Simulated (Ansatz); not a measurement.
Moving the pressure in Al

The cell as given:

The structure is cubic, space group Im-3m (No. 229). Conventional cell: a = 3.182 Å, b = 3.182 Å, c = 3.182 Å, α = 90.00°, β = 90.00°, γ = 90.00°. Al (site symmetry m-3m) has 8 Al at 2.76 Å as nearest neighbours.

This isn't the form of Al at room conditions, which is fcc.

Kept alike: task relaxation of cell and atoms; functional PBEsol; k mesh 12 × 12 × 12; occupations fermi-dirac, width 0.05 eV; no spin polarisation. Program: Ansatz, Ansatz PAW, cutoff 420 eV. The mesh is that of the run's cell of 1 atom. No spin-orbit coupling.

| pressure, P (GPa) | volume (Å³/atom) |
| --- | --- |
| 0 | 16.589 |
| 2 | 16.166 |
| 5 | 15.618 |
| 10 | 14.876 |
| 20 | 13.785 |

The relaxations keep at least the cell's symmetry (Im-3m). For a metal such a mesh leaves the last digits unconverged. Runs of this series that gave no sound value for these columns are left out. The runs follow the start's structure, whether or not it is the stable one at these pressures. All rows use potentials made for PBE.

The volume falls from 16.589 to 13.785 Å³/atom between 0 and 20 GPa. The volume falls ever more slowly, since the solid stiffens under load. At the pressures aimed at, which the runs meet within some tenths of a GPa, the step from 0 to 5 GPa gives a mean bulk modulus near 83 GPa, the last step 131 GPa.

The compression curve is that of a simple sp metal, with resistance to further squeezing growing at every step. In aluminium the three valence electrons form a nearly free electron gas, and its kinetic energy rises faster on compression than the electrostatic attraction that binds it to the ion cores. Pauli repulsion between the small, tightly bound cores probably adds little in this range. The stiffening therefore needs no change in bonding or electronic configuration, and the smooth fall in volume gives no hint of one.

The mean bulk modulus near 83 GPa over the first interval is similar to that of ordinary fcc aluminium. This suggests that the response to uniform compression depends mainly on electron density and only weakly on how the atoms are packed. Resistance to volume change doesn't imply resistance to shear, however: bcc aluminium is known to be unstable at low pressure against the tetragonal distortion leading towards fcc, which a purely volumetric curve can't reveal.
